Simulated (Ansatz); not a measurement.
The system is AlNi.

```
CELL_PARAMETERS angstrom
2.88100 0.00000 0.00000
0.00000 2.88100 0.00000
0.00000 0.00000 2.88100
ATOMIC_POSITIONS crystal
Ni 0.50000 0.50000 0.50000
Al 0.00000 0.00000 0.00000
```

Alike in all runs: program Ansatz 0.2.0; functional PBEsol; potentials or basis Ansatz PAW; cutoff 420 eV (not typed: the program's choice for these potentials); k mesh 8 × 8 × 8; occupations fermi-dirac, width 0.05 eV.

The same cell was started in several ways:

```tsv
start	free energy over the lowest (meV/atom)	net moment (μB)	site or absolute moments (μB)	gap
collinear spin, ferromagnetic start of up to 0.5 μB; fixed moment 0.5	57.2	0.50	Ni +0.38; Al +0.04	-
collinear spin, ferromagnetic start of up to 0.2 μB; fixed moment 0.2	4.7	0.20	Ni +0.16; Al +0.01	-
collinear spin, ferromagnetic start of up to 0.8 μB; fixed moment 0.8	157.8	0.80	Ni +0.58; Al +0.08	-
collinear spin, ferromagnetic start of up to 1.2 μB; fixed moment 1.2	380.8	1.20	Ni +0.85; Al +0.12	-
collinear spin, ferromagnetic start of up to 1.5 μB; fixed moment 1.5	625.4	1.50	Ni +1.03; Al +0.16	-
collinear spin, ferromagnetic start of up to 1 μB; fixed moment 1	256.3	1.00	Ni +0.71; Al +0.10	-
collinear spin, program default start; fixed moment 0	0.0	0.00	-	-
collinear spin, ferromagnetic start of up to 2 μB; fixed moment 2	1136.4	2.00	Ni +1.31; Al +0.24	-
```

All polarised runs hold their moment fixed, so the table maps the energy against it. A still lower state may exist.

Caveats: the total moment is fixed, so each spin has its own Fermi level.
